## Counting d electrons

A d shell holds ten electrons, and how full it is decides how much a transition metal gains or loses when its atoms change from one packing to another. An empty or full d band has no freedom: every level or none is occupied, and the sum over the levels hardly depends on how they are spread. A partly filled band does depend on it, because one structure may offer low-lying levels where the other has already run out of them. The energy difference between two structures should therefore follow the d count and not the atomic number.

Five transition metals in the fcc and bcc structures, computed with Ansatz 0.2.0 using plane-wave PAW and HSE06, scalar-relativistic and without spin polarization, in cells relaxed to zero pressure. The plane-wave cutoff is 420 eV (600 eV for Tc) and the k mesh 10 × 10 × 10 (8 × 8 × 8 for Cd). Energies are extrapolated to zero smearing from a Gaussian width of 0.05 eV.

| element | Z | group | period | volume, fcc (Å³/atom) | E(bcc) - E(fcc) (meV/atom) | V(bcc)/V(fcc) - 1 (%) |
| --- | --- | --- | --- | --- | --- | --- |
| Zn | 30 | 12 | 4 | 15.05 | 57 | 2.5 |
| Tc | 43 | 7 | 5 | 14.05 | 160 | 0.5 |
| Cd | 48 | 12 | 5 | 22.37 | 72 | 0.5 |
| Re | 75 | 7 | 6 | 14.57 | 212 | 0.7 |
| Os | 76 | 8 | 6 | 13.88 | 781 | 2.8 |

The column E(bcc) - E(fcc) is the energy of the body-centred structure less that of the face-centred one, for each atom. It is positive in all five metals, so fcc is the lower of the two throughout. Sorted by filling, the values fall into three classes. Zinc and cadmium, with a full d shell, have the smallest differences; technetium and rhenium, with about six d electrons, lie higher; osmium, with about seven, stands far above them at 781 meV.

All five metals are hexagonal close-packed under ordinary conditions. The column thus compares two structures that none of them normally adopts, and it is not the energy needed to turn the real metal into bcc. Such differences are still useful, for instance in thermodynamic models of alloys, where an element may have to sit on a lattice that is foreign to it.

## Why one electron matters so much: rhenium and osmium

Rhenium and osmium are neighbours, and their fcc volumes are similar. Yet the difference rises from 212 to 781 meV, by a factor of 3.7. What has changed is one valence electron, which goes almost wholly into the d shell.

The standard theory of d bands explains why this electron is so costly in bcc. The d levels of a bcc metal form two groups, a lower one that binds the atoms and an upper one that weakens the bonds, with a deep dip in the density of levels between them. In fcc the levels are spread more evenly. A metal that fills the lower group and stops near the dip favours bcc, as tungsten and molybdenum do in group 6. Each electron beyond that point must enter the upper group in bcc, while fcc still has room at lower energy.

Rhenium has just passed the dip and osmium is well beyond it. The calculation agrees with this picture for group 7: the density of states at the Fermi level, the energy up to which levels are filled, is about 1.5 times as high in bcc as in fcc, for technetium and rhenium alike. That fits a Fermi level climbing out of a dip, though the density at a single energy can't show the dip itself. For osmium only the bcc density is available, so the comparison can't be made there. In zinc, where the d band is full, the two structures have nearly the same density.

The d count itself changes by less than 0.02 electrons when any of these metals goes from fcc to bcc. The penalty therefore doesn't come from moving electrons between the s and d shells. In the picture of the two groups, it comes from the energies at which nearly the same number of d electrons is held.

## An estimate of the step

The argument can be turned into a number. Suppose that the extra nuclear charge of osmium acts alike in both structures, so that only the extra electron counts. Each total energy then changes by roughly the energy of the level that the electron enters, which is the Fermi level. The energy difference between the structures then changes by the difference of their two Fermi levels. This follows from the meaning of the Fermi level, which is the energy at which a metal takes up a further electron. The levels of the two structures can be compared only if they are measured from a common zero.

The common zero needs care, because the calculated levels are counted from an average potential that shifts with the volume. In osmium the Fermi level of bcc comes out 0.42 eV below that of fcc, but the bcc cell is also 2.8% larger. If levels scale as one over the volume, bringing the bcc level of 25.5 eV back to the fcc volume raises it by 0.028 × 25.5 = 0.71 eV. The difference then becomes −0.42 + 0.71 = +0.29 eV.

The same adjustment gives +0.62 eV for rhenium. Since the cost of an electron changes on the way from one metal to the other, the mean of the two ends is the sensible choice: (0.62 + 0.29)/2, or about 0.46 eV. Added to the 212 meV of rhenium, this gives about 670 meV for osmium.

The computed value of osmium is 781 meV, so the estimate is 14% too low relative to it. It is not an independent prediction: the energy difference of osmium did not enter, but its Fermi levels and volumes did. The agreement shows only that the Fermi levels are compatible with a step of this order. Without the volume adjustment the differences of the two metals nearly cancel, and the step would vanish. The adjustment is crude, and the result leans on it heavily. It also gives about 0.3 eV for zinc and cadmium, whose d shells are full, so a difference of this size doesn't by itself point to the upper d group. The printed output after this text lists the raw and adjusted values for each metal.

A simpler idea fails clearly. The strength of d bonding grows roughly as n(10 − n), where n is the number of d electrons, because bonding levels fill first and antibonding levels later. If bcc lost a fixed share of that bonding, osmium should have a penalty of about 188 meV, slightly less than rhenium. The total strength of the bond therefore doesn't explain why osmium stands apart. The uneven spacing of the levels within the band, which this simple formula ignores, is the likely reason.

## The same filling in another period: technetium and rhenium

Technetium and rhenium belong to the same group and have nearly equal d counts. Their differences, 160 and 212 meV, are accordingly much closer to each other than either is to osmium. The pair fits the view that filling sets the class to which a metal belongs, while the period changes the value within it.

The higher value of rhenium is what theory leads one to expect. The 5d orbitals reach further out than the 4d orbitals and overlap more with those of neighbouring atoms, which makes the band broader. If the pattern of levels stays the same but is stretched, every energy difference between structures is stretched with it. The calculation leaves out spin-orbit coupling, which acts more strongly on rhenium, so the ratio of 1.3 between the two is less certain than their order.

## The full shell: zinc and cadmium

In zinc and cadmium the d shell holds 9.99 electrons in both structures. The d levels no longer offer a choice between filled and empty states, and the large term that governs osmium drops out. What remains is mainly the response of the outer s and p electrons to the packing, which is weak. This is why cadmium, though heavier than technetium, has less than half its difference.

The order within this pair should not be read as a trend. Cadmium lies 15 meV above zinc, which is close to the accuracy of the energies, and the meshes of k points are coarse for metals. The safe statement is that both differences are small.

The volumes show one irregularity. The column V(bcc)/V(fcc) - 1 gives the expansion on going to bcc, and it is large in two very different metals: 2.8% in osmium and 2.5% in zinc. In osmium the expansion fits the picture of electrons pushed into levels that weaken the bonds. Zinc has no such electrons, and cadmium expands by only 0.5%, so the expansion of zinc must have another cause, which these calculations do not identify. The stresses that fix the volumes are also only loosely converged, so this contrast should be checked before it is explained.

## Reading a neighbouring case

To place another metal, the first thing to find is its d count relative to the dip of the bcc band. Group 6 lies near the dip and prefers bcc; group 7 has passed it and prefers close packing moderately; group 8 does so strongly. Towards the end of the series the preference shrinks again as the shell closes, and in copper, silver and gold the two structures lie close together. Magnetism can overturn the rule, as in iron, which is bcc although it belongs to group 8.

The pattern is more trustworthy than the individual energies. Hybrid functionals such as the one used here tend to make the d bands of metals too wide, which would enlarge the differences of the partly filled metals. Anyone who needs the bcc energy of osmium to better than a rough value should compare it with a semilocal functional and include spin-orbit coupling. The cells were also kept cubic, so the energies don't show whether bcc osmium would hold its shape or distort towards another packing. If it distorts, the computed energy doesn't belong to a metastable phase, and a model of alloys shouldn't take it over unexamined. The order of osmium and rhenium is safe from numerical error, though: they lie 569 meV apart, while the energies are converged to about 10 meV per atom.

The analysis program printed:

```
Filling and structure energy:
  row  d electrons in fcc  change of d electrons to bcc  E(bcc)-E(fcc) meV  rough cost of volume change meV
   Zn               9.986                        0.0012                 57                            2.055
   Tc               6.045                        -0.013                160                           0.3069
   Cd               9.987                       -0.0003                 72                          0.07854
   Re               5.934                       -0.0146                212                           0.8244
   Os               6.892                        0.0126                781                            13.58
Fermi level of bcc less that of fcc in eV:
  row      raw  adjusted to equal volume
   Zn  0.00116                    0.2815
   Tc   0.3226                    0.4388
   Cd   0.2255                    0.2949
   Re   0.4465                    0.6214
   Os  -0.4195                    0.2949
Re less Tc in E(bcc)-E(fcc), meV/atom: 52
Re over Tc in E(bcc)-E(fcc), ratio: 1.325
Os less Re in E(bcc)-E(fcc), meV/atom: 569
Os over Re in E(bcc)-E(fcc), ratio: 3.684
Cd less Zn in E(bcc)-E(fcc), meV/atom: 15
Os expected from Re if penalty follows n(10-n), meV/atom: 188.2
Os expected from Re plus raw Fermi level difference of Re, meV/atom: 658.5
Os expected from Re plus adjusted difference of Re, meV/atom: 833.4
Os expected from Re plus mean adjusted difference of Re and Os, meV/atom: 670.2
Density of states at Fermi level in Tc, bcc over fcc: 1.493
Density of states at Fermi level in Re, bcc over fcc: 1.488
Density of states at Fermi level in Zn, bcc over fcc: 0.993
```
